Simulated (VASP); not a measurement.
## ZnS (strained zincblende): one r²SCAN single-point calculation in two programs

```yaml
crystal:
  lattice:
    - [-0.02791, 2.69312, 2.69312]
    - [2.69312, -0.02791, 2.69312]
    - [2.69312, 2.69312, -0.02791]
  atoms:
    - { symbol: Zn, position: [0.99912, 0.99912, 0.99912] }
    - { symbol: S, position: [0.25088, 0.25088, 0.25088] }
```

The two codes use different PAW datasets and cutoffs. VASP's cell holds 18 valence electrons and Ansatz's 18. Ansatz's stress includes a Pulay correction; VASP's doesn't.

Cutoffs: 520 eV in VASP, 500 eV in Ansatz. k meshes: 8×8×8 and 8×8×8.

|  | VASP | Ansatz |
| --- | --- | --- |
| gap between bands v and c | 2.59 eV | 2.58 eV |
| least direct gap | 2.59 eV | 2.58 eV |
| pressure | -1.0 GPa | -1.1 GPa |

Band v is the last that the valence electrons fill when counted band by band, and c is the next. Levels in eV from the top of v, Ansatz:

```tsv
point	v−1	v	c	c+1
Γ	-0.08	0.00	2.58	6.76
X	-2.37	-2.26	3.67	4.43
K	-3.23	-1.84	4.53	6.26
L	-0.95	-0.88	3.78	7.32
W	-2.85	-2.80	5.97	6.51
```

VASP:

| point | v−1 | v | c | c+1 |
| --- | --- | --- | --- | --- |
| Γ | -0.08 | 0.00 | 2.59 | 6.79 |
| X | -2.37 | -2.26 | 3.68 | 4.44 |
| K | -3.23 | -1.84 | 4.54 | 6.28 |
| L | -0.95 | -0.88 | 3.79 | 7.35 |
| W | -2.85 | -2.80 | 5.98 | 6.53 |
